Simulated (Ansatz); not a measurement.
Starting structure of a cell relaxation (symmetry kept):

```
In P
1.0
     0.00000    2.74661    2.74661
     2.74661    0.00000    2.74661
     2.74661    2.74661    0.00000
In P
1 1
Direct
  0.00000 0.00000 0.00000
  0.50000 0.50000 0.50000
```

These are results of DFT r2SCAN, scalar-relativistic, plane waves, PAW in Ansatz, not measurements.

Settings: cutoff 500 eV, Γ-centred mesh 14×14×14 on the computed 2-atom cell, Gaussian smearing of 0.10 eV; no spin polarisation.

Problem. What does it relax to?

Solution. The volume rises by 0.03 Å³/atom to 20.75 Å³/atom, and the energy changes by under 0.1 meV/atom. Final structure:
```xyz
2
Lattice="0.0000 2.7478 2.7478 2.7478 0.0000 2.7478 2.7478 2.7478 0.0000" Properties=species:S:1:pos:R:3 pbc="T T T"
In    0.0000    0.0000    0.0000
P     2.7478    2.7478    2.7478
```

This rock-salt form isn't the usual stable structure of the compound.